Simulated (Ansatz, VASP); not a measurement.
**GaN: VASP beside Ansatz**

```
Ga N
1.0
     0.00000    2.25350    2.25350
     2.25350    0.00000    2.25350
     2.25350    2.25350    0.00000
Ga N
1 1
Direct
  0.00000 0.00000 0.00000
  0.75000 0.75000 0.75000
```

The cell is a database's computed one.

Alike in both runs: task single point; functional PBEsol; k mesh 10 × 10 × 10; occupations gaussian, width 0.05 eV; no spin polarisation.

```csv
,VASP,Ansatz
version,VASP 6.6.1,Ansatz 0.2.0
potentials or method,"VASP PAW PBE potentials, release 64 (Ga_d, N)","scalar-relativistic, plane waves, PAW"
plane-wave cutoff (eV),520,420
valence electrons in the cell,18,18
```

|  | VASP | Ansatz | Ansatz less VASP |
| --- | --- | --- | --- |
| gap on the k mesh at the Fermi level (eV) | 1.68 | 1.66 | -0.018 |
| least direct gap on the mesh (eV) | 1.68 | 1.66 | -0.018 |
| pressure (GPa) | -1.3 | -1.1 | +0.20 |

With one functional, cell and mesh, what is left measures potentials, basis and numerics.

Caveats: the PAW data sets were made with another functional, which shifts forces and pressure a little (VASP). PBEsol gaps usually lie below the measured ones, often by a third to a half.
